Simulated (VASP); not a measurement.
SiO2 (Cristobalite):

```
Si O
1.0
     4.98200    0.00000    0.00000
     0.00000    4.98200    0.00000
     0.00000    0.00000    6.96300
Si O
4 8
Cartesian
  1.4895 1.4895 0.0000
  1.0015 3.9805 1.7408
  3.4925 3.4925 3.4815
  3.9805 1.0015 5.2222
  1.1951 0.5155 1.2403
  1.9755 3.6861 2.9811
  3.7869 4.4665 4.7218
  3.0065 1.2959 6.4626
  3.6861 1.9755 3.9819
  4.4665 3.7869 2.2412
  1.2959 3.0065 0.5004
  0.5155 1.1951 5.7227
```

```yaml
Program: VASP 6.6.1
Task: relaxation of cell and atoms
Functional: PBE
Dispersion: D3(BJ)
Potentials_or_basis: VASP PAW PBE potentials, release 64 (Si, O)
Cutoff: 600 eV
k_mesh: 6 × 6 × 4
Occupations: gaussian, width 0.03 eV
Spin: no spin polarisation
```

At the start: pressure 4.7 GPa; volume 14.40 Å³/atom.

Problem. Where does the relaxation end?

Solution. Over 38 steps the energy falls by 10.2 meV/atom and the volume is 13.73 Å³/atom (-4.6 %); space group P4_12_12 (No. 92, to 0.05 Å).

Step by step:
```tsv
step	energy change (eV)	largest force (eV/Å)	pressure (GPa)	volume (Å³)
1	0.0000	0.4074	4.68	172.82
2	0.0893	0.6056	-6.06	183.56
3	-0.0730	0.1535	0.03	177.00
4	-0.0730	0.1512	0.11	176.92
5	-0.0658	0.3838	-0.58	177.45
6	-0.0751	0.0604	-0.11	177.09
7	-0.0766	0.0521	-0.18	176.95
8	-0.0805	0.0343	-0.35	176.54
9	-0.0855	0.0601	-0.72	175.72
10	-0.0846	0.1668	-1.50	174.07
11	-0.0871	0.1001	-1.02	175.03
12	-0.0876	0.0966	-0.99	174.90
13	-0.0893	0.0856	-0.85	174.53
14	-0.0918	0.0680	-0.58	173.79
15	-0.0944	0.1291	-0.05	172.32
16	-0.0944	0.1500	0.15	171.83
17	-0.0957	0.1032	0.21	171.51
18	-0.0975	0.1521	0.35	170.69
19	-0.0997	0.1290	0.25	170.47
20	-0.1050	0.0623	-0.10	169.80
21	-0.1088	0.1063	-0.81	168.48
22	-0.1102	0.0815	-0.79	168.08
23	-0.1130	0.0548	-0.72	166.88
24	-0.1126	0.1418	-0.58	164.48
25	-0.1138	0.0754	-0.63	165.72
26	-0.1154	0.0597	-0.34	165.40
27	-0.1167	0.0562	0.30	164.74
28	-0.1177	0.0488	0.30	164.70
29	-0.1197	0.0795	0.29	164.57
30	-0.1178	0.2055	0.25	164.31
31	-0.1199	0.1098	0.27	164.51
32	-0.1208	0.0676	0.17	164.56
33	-0.1212	0.0480	0.04	164.62
34	-0.1213	0.0429	0.02	164.65
35	-0.1217	0.0279	-0.03	164.72
36	-0.1220	0.0238	-0.14	164.86
37	-0.1220	0.0243	-0.17	164.90
38	-0.1221	0.0091	-0.03	164.80
```

Final structure:
```xyz
12
Lattice="4.9307 0.0000 0.0000 0.0000 4.9307 0.0000 0.0000 0.0000 6.7785" Properties=species:S:1:pos:R:3 pbc="T T T"
Si    1.5367    1.5367    0.0000
Si    0.9287    4.0020    1.6946
Si    3.3941    3.3941    3.3893
Si    4.0020    0.9287    5.0839
O     1.1534    0.6307    1.2957
O     1.8347    3.6188    2.9904
O     3.7774    4.3000    4.6850
O     3.0961    1.3120    6.3796
O     3.6188    1.8347    3.7881
O     4.3000    3.7774    2.0935
O     1.3120    3.0961    0.3989
O     0.6307    1.1534    5.4828
```
